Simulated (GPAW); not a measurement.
Runs of GPAW 26.7.0 on GaAs. Symmetry: F-43m, No. 216, cubic system. The conventional cell has a = 5.654 Å, b = 5.654 Å, c = 5.654 Å, α = 90.00°, β = 90.00°, γ = 90.00°. As (site symmetry -43m) is surrounded by 4 Ga at 2.45 Å. Ga (site symmetry -43m) is surrounded by 4 As at 2.45 Å. 

```csv
task,level,potentials or basis,cell,k mesh,cutoff (eV),smearing,maxiter,convergence,supercell,supercell k mesh,displacement,grid spacing,other keys,gap on the mesh (eV),pressure (GPa)
phonons,BEEF-vdW,"GPAW PAW data sets (gpaw-data 1.2.1), lcao:dzp",atoms relaxed,8 × 8 × 8,-,fermi-dirac 0.05 eV,100,density=1e-06,1 × 1 × 1,8 × 8 × 8,0.02,0.2 Å,"several, not listed",0.61,-
Born charges,AM05,"PAW data sets generated in the run's folder for this functional, pw",relaxed,5 × 5 × 5,510,fermi-dirac 0.01 eV,150,density=1e-06 eigenstates=1e-09,-,-,0.01,-,-,0.40,0.0
Wannier functions,revPBE,"the program's PAW data sets (release 1.2.1) made for this functional, pw",as given,8 × 8 × 8,600,fermi-dirac 0.05 eV,100,-,-,-,-,-,"several, not listed",0.68,(b)
Wannier functions,LDA,"PAW data sets generated in the run's folder for this functional, pw",as given,8 × 8 × 8,600,fermi-dirac 0.05 eV,150,-,-,-,-,-,-,0.36,-0.9
phonons,PBE+D3(BJ),"GPAW PAW data sets (gpaw-data 1.2.1), pw",atoms relaxed,4 × 4 × 4,510,fermi-dirac 0.05 eV,80,density=1e-06 eigenstates=1e-09,2 × 2 × 2,2 × 2 × 2,0.01,-,"several, not listed",(a),2.2
```

Alike in all rows: no spin polarisation.

Q: Fill in the values left out.

A: (a) 0.57; (b) 5.8.

Caveats: the LO-TO splitting is left out (some runs); the cutoff is short for stress and forces, so pressures can be off by a GPa or more (some runs); the PAW data sets were made with another functional, which shifts forces and pressure a little (some runs); the basis of atomic orbitals isn't converged, which shifts pressures, moduli and gaps (some runs); phonon bands are interpolated from a small supercell (some runs).

A k mesh can miss the band edges, and the runs leave out spin-orbit coupling on As, Ga.
